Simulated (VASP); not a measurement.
Si, 1 atom in the cell. Symmetry: P6/mmm, No. 191, hexagonal system. Conventional cell: a = 2.621 Å, b = 2.621 Å, c = 2.466 Å, α = 90.00°, β = 90.00°, γ = 120.00°. Si (site symmetry 6/mmm) has 8 Si at 2.47 to 2.62 Å as nearest neighbours. This isn't the form of Si at room conditions, which is diamond.

- Program: VASP 6.6.1
- Task: relaxation of cell and atoms
- Functional: TPSS
- Potentials or basis: VASP PAW PBE potentials, release 64 (Si)
- Cutoff: 600 eV
- k mesh: 12 × 12 × 11
- Occupations: gaussian, width 0.05 eV
- Spin: no spin polarisation
- Further INCAR settings: ALGO = Normal; EDIFF = 1e-07; IBRION = 2; EDIFFG = -0.01; NSW = 40; ISIF = 3

Potentials or basis: VASP PAW PBE potentials, release 64 (Si).

Command:

```bash
$ cat potpaw_PBE.64/Si/POTCAR > POTCAR
$ mpirun -np 1 vasp_std > vasp.out
```

Hardware: 1 thread of Intel(R) Xeon(R) Platinum 8488C (Sapphire Rapids) (shared host).

Estimate the wall time of this run.

Wall time 66 s on 1 thread of Intel(R) Xeon(R) Platinum 8488C (Sapphire Rapids), on a shared host, peak memory 0.13 GiB. Counts: scf iterations 42, k points 114, ion steps 4.
